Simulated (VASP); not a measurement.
**Stiffness of cubic CsH**

The cell as given, ahead of any relaxation:

It takes space group Pm-3m (No. 221, cubic). The conventional cell has a = 3.818 Å, b = 3.818 Å, c = 3.818 Å, α = 90.00°, β = 90.00°, γ = 90.00°. Cs (site symmetry m-3m) is surrounded by 8 H at 3.31 Å. H (site symmetry m-3m) has 8 Cs at 3.31 Å as nearest neighbours.

The cell comes from a database or a generator and needn't be the stable form of this composition.

Constants in GPa on the cubic axes, for the cell relaxed at the run's level, where symmetry holds the atoms; no spin polarisation, no spin-orbit coupling. Meshes are those of the run's cell of 2 atoms. Occupations: gaussian 0.01 eV (run 1). Space group Pm-3m.

| run | level | program and potentials | k mesh | cell | C11 | C12 | C44 |
| --- | --- | --- | --- | --- | --- | --- | --- |
| 1 | LDA | VASP, LDA PAW files Cs_sv, H_h, 980 eV | 5 × 5 × 5 | relaxed, 24.30 Å³ an atom | 51.5 | 2.5 | 10.7 |

Q: Work out the bulk, shear and Young's moduli of a random polycrystal, Poisson's ratio and the anisotropy, and test the cell's stability.

A: From the values as printed: B = (C11 + 2 C12)/3 = 18.8 GPa. Voigt: G_V = (C11 - C12 + 3 C44)/5 = 16.2; Reuss: G_R = 5 C44 (C11 - C12)/[4 C44 + 3 (C11 - C12)] = 13.8; Hill's mean, from the unrounded bounds, G = 15.0 GPa. Young's modulus E = 9BG/(3B + G) = 35.5 GPa, Poisson's ratio ν = (3B - 2G)/[2(3B + G)] = 0.185. Zener's ratio 2 C44/(C11 - C12) = 0.44, so the crystal is stiffest along ⟨100⟩ and softest along ⟨111⟩. C11 > |C12|, C11 + 2 C12 > 0 and C44 > 0 hold, so the cell is stable against small uniform strains, which says nothing of soft phonons.
